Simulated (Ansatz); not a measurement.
Set up this calculation in Ansatz 0.2.0, as the native input.

```yaml
Task: relaxation of cell and atoms
Functional: PBEsol
Potentials_or_basis: JTH PAW
Cutoff: "1320 eV (not typed: the program's choice for these potentials)"
k_mesh: 14 × 14 × 14
Occupations: fermi-dirac, width 0.05 eV
Spin: collinear spin, ferromagnetic start
Starting_moments: "[3.0, 3.0, 0.0] μB"
```

The system is Fe2Si.

```
Fe Si
1.0
    -1.34748    1.34748    4.45257
     1.34748   -1.34748    4.45257
     1.34748    1.34748   -4.45257
Fe Si
2 1
Direct
  0.66037 0.66037 0.00000
  0.33963 0.33963 0.00000
  0.00000 0.00000 0.00000
```

The cell comes from a database or a generator and needn't be the stable form of this composition.

The input as run:

input.yaml

```yaml
crystal:
  lattice:
    - [-1.347484, 1.347484, 4.452568]
    - [1.347484, -1.347484, 4.452568]
    - [1.347484, 1.347484, -4.452568]
  atoms:
    - { symbol: Fe, position: [0.660368, 0.660368, 0.0], spin: 3.0 }
    - { symbol: Fe, position: [0.339632, 0.339632, 0.0], spin: 3.0 }
    - { symbol: Si, position: [0.0, 0.0, 0.0] }
hamiltonian:
  xc: pbesol
  pseudopotentials: { kind: paw, source: jth, xc_functional: pbe }
magnetization:
  spin_polarized: true
kpoints:
  mp_grid: { grid: [14, 14, 14] }
scf:
  occupations: { method: fermi_dirac, width: 0.05 }
output:
  forces: true
  stress: true
  eigenvalues: true
  write_density: true
  write_potential: true
  elf: true
  volumetric_format: npy
relax:
  f_tol: 0.01
  max_steps: 40
  cell: { stress_tol: 0.05 }
```

Potentials or basis: JTH PAW.

Launch:

```bash
$ ansatz run input.yaml --threads 2 --pin off --max-ram 5632MiB --backend cpu --events-out ev --progress --plain --runs-dir out
```

Results of the run:

* Relaxed volume: 10.36 Å³/atom
* Relaxed cell: a = 4.775 Å, b = 4.775 Å, c = 4.775 Å, α = 147.64°, β = 147.64°, γ = 46.41°
* Space group after relaxing (to 0.05 Å): I4/mmm (No. 139)
* Energy gained by relaxing: 12.8 meV/atom
* Ionic steps: 5
* Pressure after relaxing: 0.0 GPa
* Band gap on the k mesh: none (metal or under the smearing width)
* Net moment: 2.25 μB per cell
* Absolute moment: 2.51 μB per cell
* Site moments: Fe +1.17; Si -0.05 μB

Caveat: the plane-wave basis is chosen anew once the cell has moved, so the energies of steps on either side of that aren't comparable.

Run time: 97 s on 2 threads of AMD EPYC 9R45 96-Core Processor (Zen 5), on a shared host, peak memory 1.8 GiB.
